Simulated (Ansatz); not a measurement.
AlSb (zinc blende), conventional cell a = b = c = 6.157 Å, α = β = γ = 90.00°. The calculation uses the primitive cell of 2 atoms, to which meshes and values per cell refer.

Equation-of-state scan: isotropic scaling of the cell above, V₀ being its volume. Symmetry pins the atoms to their sites.

These are PBEsol (plane waves to 420 eV, PAW, scalar-relativistic; Ansatz, an electronic-structure program) values and carry that method's errors. k mesh 13×13×13 (Γ-centred), Fermi-Dirac smearing 0.05 eV. The energy includes the smearing's −TS. AlSb was relaxed with its symmetry unable to fall. Spin-orbit coupling is left out, though Sb is heavy. The PAW data are Ansatz's earlier set. ΔE is measured from the relaxed starting cell.

```csv
V (Å³/atom),ΔE (meV/atom)
26.261,59.2
26.844,36.5
27.428,19.8
28.012,8.5
28.595,2.1
29.179,0.0
29.762,1.9
30.346,7.2
30.929,15.8
31.513,27.1
32.097,41.0
```

Q: What is the fitted pressure derivative B₀′?

A: 4.4.

Q: What bulk modulus B₀ follows from a third-order Birch-Murnaghan fit?

A: 53.7 GPa. Check by three points about V = 29.179 Å³/atom, step 0.584: d²E/dV² ≈ (2.1 − 2·0.0 + 1.9) meV / 0.584² = 0.0117 eV/Å⁶, and V·d²E/dV² × 160.2 = 54.9 GPa.

(Under strain, the slope of the energy per volume gives the stress and its curvature an elastic modulus.)
